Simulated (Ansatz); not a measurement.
**Ni: what SCF settings change**

Aim: run Ni with the default SCF settings, then change one group of settings at a time and see what moves: the number of iterations, the state or the numbers. Ni is taken in the measured crystal structure (space group Fm-3m), 1 atom in the cell. Source: COD entry 9012984, which need not be the ambient phase.

Program: Ansatz 0.2.0. Level of theory: DFT r2SCAN, PAW, plane waves, scalar-relativistic. These are calculated values, not measurements.

1 further run of the same task is left out (it didn't finish).

## Step 1: The structure to begin with

Symmetry: Fm-3m, No. 225, cubic system. The conventional cell has a = 3.535 Å, b = 3.535 Å, c = 3.535 Å, α = 90.00°, β = 90.00°, γ = 90.00°. Ni (site symmetry m-3m) is surrounded by 12 Ni at 2.50 Å.

As a file:

```xyz
1
Lattice="0.0000 1.7673 1.7673 1.7673 0.0000 1.7673 1.7673 1.7673 0.0000" Properties=species:S:1:pos:R:3 pbc="T T T"
Ni    0.0000    0.0000    0.0000
```

In tables a label like Ni1 counts atoms in the order of input.yaml; a structure file may count by element.

After the default run come: Fermi–Dirac width 0.001 eV, no switch to direct minimisation; density-residual threshold 1e-11 eV; Broyden, β 0.3, preconditioner LDOS; Anderson, β 0.8, history 12, no preconditioner; direct minimisation; linear mixing, β 0.2, Kerker; tetrahedron occupations.

The search for lower states is off throughout, and inputs that name a mixer don't switch to direct minimisation unless they say so. Spin is collinear, with starting moments Ni1 2.00 μB. β is the mixing step of the charge; the magnetisation has a step of its own, which the program sets unless it is named.

## Step 2: Default SCF settings

input.yaml reads:

```yaml
crystal:
  lattice:
    - [0.0, 1.76735, 1.76735]
    - [1.76735, 0.0, 1.76735]
    - [1.76735, 1.76735, 0.0]
  atoms:
    - { symbol: Ni, position: [0.0, 0.0, 0.0], spin: 2.0 }
magnetization:
  spin_polarized: true
hamiltonian:
  xc: r2scan
  pseudopotentials: { kind: paw }
basis:
  ecutwfc: 500
kpoints:
  mp_grid: { grid: [12, 12, 12] }
scf:
  occupations: { method: fermi_dirac, width: 0.05 }
  lower_state_search: "off"
output:
  forces: true
  stress: true
  write_density: true
  write_potential: true
  elf: true
  volumetric_format: npy
```

The run is started by

```bash
$ ansatz run input.yaml --threads 2 --pin off --max-ram 5120MiB --backend cpu --events-out ev --progress --plain --runs-dir out
```

The runs that follow: Fermi–Dirac width 0.001 eV, no switch to direct minimisation; Density-residual threshold 1e-11 eV; Broyden, β 0.3, preconditioner LDOS; Anderson, β 0.8, history 12, no preconditioner; Direct minimisation; Linear mixing, β 0.2, Kerker; Tetrahedron occupations.

Q: What does this run give, and which of the planned changes alter effort or result? Wanted: largest shift of the free energy by occupations, cutoff, mesh or field.

**Answer**, as computed:

| quantity | value |
| --- | --- |
| default run | 12 iterations, ferromagnetic, site moments Ni1 0.82 μB, total 0.75 μB per cell, no gap on the k-mesh |
| fewest iterations to that state among the runs shown (an iteration of direct minimisation costs more) | 12 (default SCF settings) |
| most iterations to it | 55 (linear mixing, β 0.2, Kerker) |
| runs that end in another state, among changes of path alone | 0 |
| largest shift of the free energy by occupations, cutoff, mesh or field | +7.2 meV/atom (tetrahedron occupations) |

In words: The default and the runs that change only the path, 5 in all, end in one state, in 12 to 55 iterations. Occupations, cutoff, mesh and fields change the problem that is solved, not just the path; the largest shift here is that of “tetrahedron occupations”. Other settings tried on this cell gave no result: linear mixing, β 0.1, no preconditioner (not converged after 70 iterations, still settling); linear mixing, β 0.7, no preconditioner (not converged after 70 iterations, cycles). Counts include iterations that the program adds to test a close, so a difference of one or two ranks nothing. The starting density is a sum of atomic densities.
